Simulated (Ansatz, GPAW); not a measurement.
# Ballistic transport through an Al chain with one Cu atom in line, from relaxation to T(E), part 4 of 4

How well does an Al chain with one Cu atom in line conduct once its atoms have relaxed, and how much do cheaper levels lose?

GPAW 26.7.0 and Ansatz 0.2.0; Ansatz plane waves; relaxation of the junction with the lead ends held (the session's first sound run).

So far, transmission at the Fermi level (one spin): step 3 (plane-wave reference (PBE)) 1.06; step 5 (GPAW, szp: basis = "szp(dzp)", PBE, GPAW) 0.988; step 6 (GPAW, sz: basis = "sz(dzp)", PBE, GPAW) 1.01; step 7 (revPBE in the dzp basis: xc = "revPBE") 0.988; step 8 (without the relaxation: geometry = "as built", PBE, GPAW) 0.633. Also open channels of the lead at the Fermi level (one spin): 2 in steps 3, 5, 6, 7 and 8.

**10. Comparison (continued)**

Table of transmission, zone mean, sum over the listed spins by energy, zero at the Fermi level:

```tsv
energy (eV)	pw-pbe	dzp	szp	sz	dzp-revPBE	asbuilt
-2.000	9.6e-5	0.0889	0.00172	4.4e-4	0.144	0.135
-1.800	0.219	0.114	0.165	0.109	0.0816	0.175
-1.600	0.557	0.464	0.496	4.1e-8	0.418	0.883
-1.425	0.935	0.898	0.977	1.3e-9	0.857	0.915
-1.400	0.977	0.957	0.977	1.1e-9	0.926	0.841
-1.375	0.999	0.994	9.3e-4	9.3e-10	0.981	0.735
-1.200	0	2.4e-8	6.4e-9	2.9e-9	2.2e-8	1.3e-8
-1.000	0	5.8e-9	7.1e-8	1.6e-10	5.0e-9	2.1e-9
-0.800	0	9.8e-10	2.1e-10	1.8e-11	8.8e-10	1.9e-9
-0.600	0	7.1e-11	3.8e-11	1.0e-11	6.0e-11	3.9e-11
-0.400	0.428	1.4e-6	8.9e-9	3.0e-4	1.5e-6	1.2e-8
-0.225	1.02	1.02	1.02	1.02	1.01	0.242
-0.200	1.02	1.01	1.01	1.02	1.00	0.298
0.000	1.06	1.01	0.988	1.01	0.988	0.633
0.200	1.10	1.02	0.990	0.994	1.00	0.619
0.400	1.02	0.902	0.845	0.851	0.886	0.551
0.600	1.06	0.868	0.802	0.772	0.851	0.551
0.800	1.40	1.08	1.13	0.944	1.03	0.599
1.000	1.55	1.33	1.17	1.000	1.34	0.722
1.200	1.63	1.30	1.16	0.972	1.28	0.935
1.400	1.71	1.30	1.18	0.951	1.28	1.13
1.600	1.82	1.35	1.23	0.956	1.32	1.30
1.800	1.93	1.42	1.30	0.977	1.39	1.44
2.000	2.03	1.49	1.36	1.00	1.45	1.56
```

**11. Other settings**

One more run, with changed settings.

This step: GPAW LCAO, PAW setups; Landauer transmission from Green's functions with principal layers (ASE), zero bias (GPAW 26.7.0).

run.py reads:

```python
import json
import numpy as np
from ase import Atoms
from ase.transport.calculators import TransportCalculator
from gpaw import GPAW, FermiDirac
from gpaw.lcao.tools import get_lcao_hamiltonian
from scipy.linalg import eigh

# The junction with lead layers at both ends, along the third cell vector
device = Atoms(
    ['Al', 'Al', 'Al', 'Al', 'Al', 'Al', 'Al', 'Cu', 'Al', 'Al', 'Al', 'Al', 'Al', 'Al', 'Al'],
    positions=[
        [4.50000, 4.50000, 1.20000],
        [4.50000, 4.50000, 3.60000],
        [4.50000, 4.50000, 6.00000],
        [4.50000, 4.50000, 8.40000],
        [4.50000, 4.50000, 10.80000],
        [3.84344, 3.79689, 13.10092],
        [4.43334, 4.41168, 15.53964],
        [4.51788, 4.49411, 17.93080],
        [4.44433, 4.42193, 20.32465],
        [3.83046, 3.79004, 22.75123],
        [4.50000, 4.50000, 25.04780],
        [4.50000, 4.50000, 27.44780],
        [4.50000, 4.50000, 29.84780],
        [4.50000, 4.50000, 32.24780],
        [4.50000, 4.50000, 34.64780]],
    cell=[[9.0, 0.0, 0.0], [0.0, 9.0, 0.0], [0.0, 0.0, 35.8478]],
    pbc=True)

# One principal layer of the lead: the first 2 atoms of the device
lead = Atoms(
    ['Al', 'Al'],
    positions=[
        [4.50000, 4.50000, 1.20000],
        [4.50000, 4.50000, 3.60000]],
    cell=[[9.0, 0.0, 0.0], [0.0, 9.0, 0.0], [0.0, 0.0, 4.8]],
    pbc=True)

settings = dict(mode='lcao', basis='dzp', xc='PBE', h=0.2,
                occupations=FermiDirac(0.1), maxiter=100,
                mixer=dict(beta=0.1, nmaxold=8, weight=100.0),
                convergence=dict(density=0.0001))
energies = np.arange(-2, 2 + 1e-9, 0.025)
eta = 0.0001
n1, n2 = 1, 1
# k and -k transmit alike, so half of the mesh across the current serves
mesh = [(i, j) for i in range(n1) for j in range(n2) if (i, j) <= (-i % n1, -j % n2)]
weights = np.array([1 if (i, j) == (-i % n1, -j % n2) else 2 for i, j in mesh]) / (n1 * n2)

# [... helper functions left out ...]
fermi_lead = ground_state(lead, (1, 1, 12), 'lead.txt')
fermi_device = ground_state(device, (1, 1, 2), 'device.txt')
# [... loop over the mesh left out, but for ...]
        # Shift the lead onto the potential of the device's first layer
        shift = ((H[:, 0, 0] - H0[:, 0, 0]) / S0[0, 0]).real.mean()
# [...]
kT = 8.617333e-5 * 300
bias = [0.1, 0.2, 0.5, 1.0, 1.5, 2.0]
# [... integrals and printing left out ...]
```

Command:

```console
OMP_NUM_THREADS=1 OPENBLAS_NUM_THREADS=1 python run.py
```

The program printed:

```text
basis functions: device 197, principal layer 26
Fermi level: lead -3.1266 eV, device -3.0115 eV; lead shifted by 0.0079 eV
largest coupling past the next layer 8.71e-02 eV, largest misfit of the first layer 0.011 eV
  E-E_F (eV)   T (one spin)  channels
    -2.000    1.6598e-06    1.0000
    -1.975    1.6944e-07    1.0000
    -1.950    1.2879e-03    1.0000
    -1.925    1.2847e-04    1.0000
    -1.900    4.3574e-03    1.0000
    -1.875    1.8433e-02    1.0000
    -1.850    4.1805e-02    1.0000
    -1.825    7.5339e-02    1.0000
    -1.800    1.0370e-01    1.0000
    -1.775    1.4377e-01    1.0000
    -1.750    1.8565e-01    1.0000
    -1.725    2.2948e-01    1.0000
    -1.700    2.7508e-01    1.0000
    -1.675    3.2241e-01    1.0000
    -1.650    3.7155e-01    1.0000
    -1.625    4.2272e-01    1.0000
[...]
1.825    1.4221e+00    3.0000
     1.850    1.4311e+00    3.0000
     1.875    1.4401e+00    3.0000
     1.900    1.4490e+00    3.0000
     1.925    1.4579e+00    3.0000
     1.950    1.4668e+00    3.0000
     1.975    1.4755e+00    3.0000
     2.000    1.4841e+00    3.0000
conductance at 300 K: 1.0187 G0 a cell; thermopower -1.836 uV/K
current from the zero-bias T(E) at 0.1 V: 7.8939 uA
current from the zero-bias T(E) at 0.2 V: 15.793 uA
current from the zero-bias T(E) at 0.5 V: 39.351 uA
current from the zero-bias T(E) at 1.0 V: 66.667 uA
current from the zero-bias T(E) at 1.5 V: 84.234 uA
current from the zero-bias T(E) at 2.0 V: 107.83 uA
```

It took 89 s on 1 thread of Arm Neoverse V1, shared host; peak memory 1.1 GiB.

The run finished. A setting was moved off its sound value on purpose, so it serves as a test and not as the result.

The fault put into the input: a principal layer shorter than the orbitals' reach (n_lead = 2 and period = 4.8).

The two runs compared:

```tsv
quantity	this run	sound run	difference
conductance (G₀)	1.0187	1.0149	0.00375
thermopower (μV/K)	-1.8357	-1.7296	-0.106
largest coupling past the next principal layer (eV)	0.087053	1.422e-15	0.0871
largest misfit of the first principal layer (eV)	0.010995	0.023576	-0.0126
shift that aligns the lead (eV)	0.0079247	0.0087484	-8.2e-4
basis functions of a principal layer	26	52	-26
transmission at the Fermi level (one spin)	1.0182	1.0141	0.00407
```

One result that differs is the thermopower, -1.84 μV/K against -1.73 μV/K.

**12. What came out**

| Property | Result |
| --- | --- |
| conductance | 1.01 G₀ |
| transmission at the Fermi level, mean of the spins | 1.01 |
| thermopower | -1.73 μV/K |
| open channels of the lead there | 2 |

In the dzp basis the junction conducts 1.01 G₀ at 300 K, with T = 1.01 a spin at the Fermi level; the sz basis reaches that conductance within 10 %. Relaxation moved atoms by up to 0.98 Å and took the conductance from 0.621 to 1.01 G₀, as a ratio a larger change than the step from dzp to the minimal basis. Plane waves (PBE) give T = 1.06 there. The scatterer reflects about 49 % of the incoming channels at the Fermi level. At the Fermi level two eigenchannels carry the current (0.76 and 0.25). Measured against the first run (pw-pbe), the nearest curve is that of dzp (r.m.s. 0.24) and the farthest that of sz (0.50). Over the compared runs wall time goes from 42 s (sz) to 96 s (dzp), on a shared host; the plane-wave run used 4 threads and the orbital runs 1. The leads kept an estimated spacing and the cell its length, so the junction may be under some tension or compression. The run had no spin polarisation, so a magnetic state, which chains and small molecules with open shells often have, wasn't tested. An evenly spaced straight chain is an idealisation: free chains tend to dimerise, zigzag or, where a band edge lies near the Fermi level, turn magnetic. The currents use the zero-bias T(E) throughout, which holds only while the bias is small against the distance to the nearest feature.

[Logs are printed without paths, hosts, clocks, repeated set-up lines and the standing remarks that a program may print on its own settings, such as how far it seeks lower states.]

[Hosts, paths, dates, database ids (printed as entryN), source tags and the programs' standing remarks are cut or masked in the printed files.]
